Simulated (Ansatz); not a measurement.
# SiC (Moissanite 3C): the cost of one run

Method: DFT PBEsol, scalar-relativistic, plane waves, PAW, in Ansatz 0.2.0.

### 1 The structure to begin with

Symmetry: F-43m, No. 216, cubic system. Conventional cell: a = 4.357 Å, b = 4.357 Å, c = 4.357 Å, α = 90.00°, β = 90.00°, γ = 90.00°. Around Si (site symmetry -43m) lie 4 C at 1.89 Å. C (site symmetry -43m) is surrounded by 4 Si at 1.89 Å.

Coordinates:

```
Si C
1.0
     0.00000    2.17841    2.17841
     2.17841    0.00000    2.17841
     2.17841    2.17841    0.00000
Si C
1 1
Cartesian
  0.0000 0.0000 0.0000
  1.0892 1.0892 1.0892
```

This cell comes from an earlier session at PBEsol: 10.338 Å³/atom at 0.00 GPa, on a 18×18×18 mesh.

### 2 Volume × 0.96

File input.yaml:

```yaml
crystal:
  lattice:
    - [0.0, 2.1489640121, 2.1489640121]
    - [2.1489640121, 0.0, 2.1489640121]
    - [2.1489640121, 2.1489640121, 0.0]
  atoms:
    - { symbol: Si, position: [0.0, 0.0, 0.0] }
    - { symbol: C, position: [0.25, 0.25, 0.25] }
basis:
  ecutwfc: 420
  ecutrho_ratio: 4
kpoints:
  mp_grid: { grid: [18, 18, 18] }
hamiltonian:
  xc: pbesol
scf:
  occupations: { method: gaussian, width: 0.05 }
output:
  forces: true
  stress: true
  eigenvalues: true
```

The run is started by

```console
> ansatz run input.yaml --threads 1 --pin off --max-ram 2560MiB --backend cpu --events-out ev --progress --plain --runs-dir out
```

**Question.** How long does this run take on 1 thread of AMD EPYC 7R43 (Zen 3), shared host, and how much memory does it need?

About 3.7 s, with a peak of 0.39 GiB.
